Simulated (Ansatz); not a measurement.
# KBr: the cost of one run

Method: DFT r2SCAN, scalar-relativistic, plane waves, PAW, in Ansatz 0.2.0.

The COD entry's cell or inner coordinates are ideal or old and differ from later refinements, so a difference from it is no clean test against experiment.

### 1 The starting structure

Symmetry: Fm-3m, No. 225, cubic system. The conventional cell has a = 6.585 Å, b = 6.585 Å, c = 6.585 Å, α = 90.00°, β = 90.00°, γ = 90.00°. K (site symmetry m-3m) has 6 Br at 3.29 Å in its first shell of neighbours. Br (site symmetry m-3m) is surrounded by 6 K at 3.29 Å.

Coordinates:

```
K Br
1.0
     0.00000    3.29250    3.29250
     3.29250    0.00000    3.29250
     3.29250    3.29250    0.00000
K Br
1 1
Direct
  0.00000 0.00000 0.00000
  0.50000 0.50000 0.50000
```

The cell is taken as given, not relaxed at this level.

### 2 The reference cell

The reference gives a free energy of -4339.3128 eV, pressure 0.18 GPa, largest force 0.000 eV/Å and gap on the mesh 5.10 eV. It was computed beforehand with the settings of the runs below.

### 3 Next: shifting one sublattice

Every K atom is moved by x along the Cartesian unit vector (0.000, 0.000, -1.000); the cell and all other atoms stay fixed. Forces below are components along that vector, summed over the moved atoms.

### 4 Point x = -0.300 Å

input.yaml reads:

```yaml
crystal:
  lattice:
    - [0.0, 3.2925, 3.2925]
    - [3.2925, 0.0, 3.2925]
    - [3.2925, 3.2925, 0.0]
  atoms:
    - { symbol: K, position: [0.0455580866, 0.0455580866, -0.0455580866] }
    - { symbol: Br, position: [0.5, 0.5, 0.5] }
basis:
  ecutwfc: 500
kpoints:
  mp_grid: { grid: [6, 6, 6] }
hamiltonian:
  xc: r2scan
scf:
  occupations: { method: gaussian, width: 0.05 }
output:
  forces: true
  stress: true
  eigenvalues: true
```

Launch:

```bash
$ ansatz run input.yaml --threads 1 --pin off --max-ram 2560MiB --backend cpu --events-out ev --progress --plain --runs-dir out
```

**Question.** How long does this run take on 1 thread of Arm Neoverse V1, shared host, and how much memory does it need?

About 7.1 s, with a peak of 0.5 GiB.
